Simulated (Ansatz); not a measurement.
# Field gradients of Te2Mo from run to run

Cell of run 1: a structure deposited in the COD, taken as it stands.

Space group P6_3/mmc (No. 194); a = 3.5182, c = 13.9736 Å, γ = 120.00°.

```csv
site,Wyckoff,site symmetry,x,y,z
Te,4f,3m.,0.3333,0.6667,0.6210
Mo,2c,-6m2,0.3333,0.6667,0.2500
```

One atom of each set is listed.

Relaxed positions (PBE, cell held):

Te (0.3333, 0.6667, 0.6201)
Mo (0.3333, 0.6667, 0.2500)

All runs are DFT with Ansatz 0.2.0 (plane waves and PAW, scalar-relativistic unless spin–orbit coupling is named, Γ-centred meshes, Fermi–Dirac smearing where given) in this cell.

Run 1: PBE, atoms as given; 420 eV, 14×14×3 k-points, smearing 0.02 eV.
Run 2: PBE, atoms relaxed; 420 eV, 14×14×3 k-points, smearing 0.02 eV.
Run 3: r2SCAN, at the relaxed atoms; 500 eV, 14×14×3 k-points, smearing 0.02 eV.
Run 4: PBE with spin–orbit coupling, at the relaxed atoms; 420 eV, 14×14×3 k-points, smearing 0.02 eV.
Run 5: LDA, at the relaxed atoms; 420 eV, 14×14×3 k-points, smearing 0.02 eV.
Run 6: PBEsol, at the relaxed atoms; 420 eV, 14×14×3 k-points, smearing 0.02 eV.

```tsv
run	Te V_zz (η)	Mo V_zz (η)
1	-18.65 (0.00)	-6.76 (0.00)
2	?	?
3	-18.81 (0.00)	-6.51 (0.00)
4	-17.74 (0.00)	-6.39 (0.00)
5	-17.49 (0.00)	-6.55 (0.00)
6	-17.81 (0.00)	-6.38 (0.00)
```

V_zz in 10²¹ V/m².

**Question.** Estimate the row of run 2.

**Answer.** Te: -18.13 (0.00); Mo: -6.42 (0.00). It lies nearest to run 6, from whose tensors on these sites it differs by 0.32 at most (largest principal value of the difference, on Te). Taken one at a time, the functional (between the two that differ most) moves the tensors on these sites by up to 1.33 (largest principal value of the change, on Te), the positions of the atoms (as given or relaxed) by 0.52 (Te), spin–orbit coupling by 0.39 (Te).

In runs 3, 5, 6 the atoms aren't at the calculated equilibrium (largest force 0.27, 0.46, 0.26 eV/Å).
